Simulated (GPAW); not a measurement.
Runs of GPAW 26.7.0 on Ti. It takes space group P6_3/mmc (No. 194, hexagonal). Conventional cell: a = 2.950 Å, b = 2.950 Å, c = 4.680 Å, α = 90.00°, β = 90.00°, γ = 120.00°. Ti (site symmetry -6m2) has 12 Ti at 2.89 to 2.95 Å as nearest neighbours. 

```csv
task,level,potentials or basis,cell,band path,band points,eigensolver,optimizer,fmax,gap on the mesh (eV),pressure (GPa)
band structure,r4SCAN,"GPAW PAW data sets (gpaw-data 1.2.1), pw",as given,"GMKGALHA,LM,KH",80,-,-,-,-,-2.7
band structure,OLYP,"PAW data sets generated in the run's folder for this functional, pw",as given,"GMKGALHA,LM,KH",100,davidson,-,-,-,(a)
relaxation of cell and atoms,LDA,"the program's PAW data sets (release 1.2.1) made for this functional, pw",relaxed,-,-,-,BFGS,0.05 eV/Å,none,0.0
relaxation of cell and atoms,revPBE+D3(BJ),"the program's PAW data sets (release 1.2.1) made for this functional, pw",relaxed to 5 GPa,-,-,-,BFGS,0.01 eV/Å,none,5.0
band structure,TASK,"GPAW PAW data sets (gpaw-data 1.2.1), pw",as given,"GMKGALHA,LM,KH",60,-,-,-,-,3.8
```

Alike in all rows: no spin polarisation; k mesh 7 × 7 × 4; cutoff (eV) 600; smearing fermi-dirac 0.05 eV.

Q: Fill in the values left out.

A: (a) -1.5.

Caveats: the PAW data sets were made with another functional, which shifts forces and pressure a little (some runs); later steps reuse the first step's grids (some runs); pairwise dispersion overbinds metals, which lowers pressure and volume (some runs).

A gap of «none» marks a metal or a gap under the smearing width.

Runs at the PBE level aren't shown here.
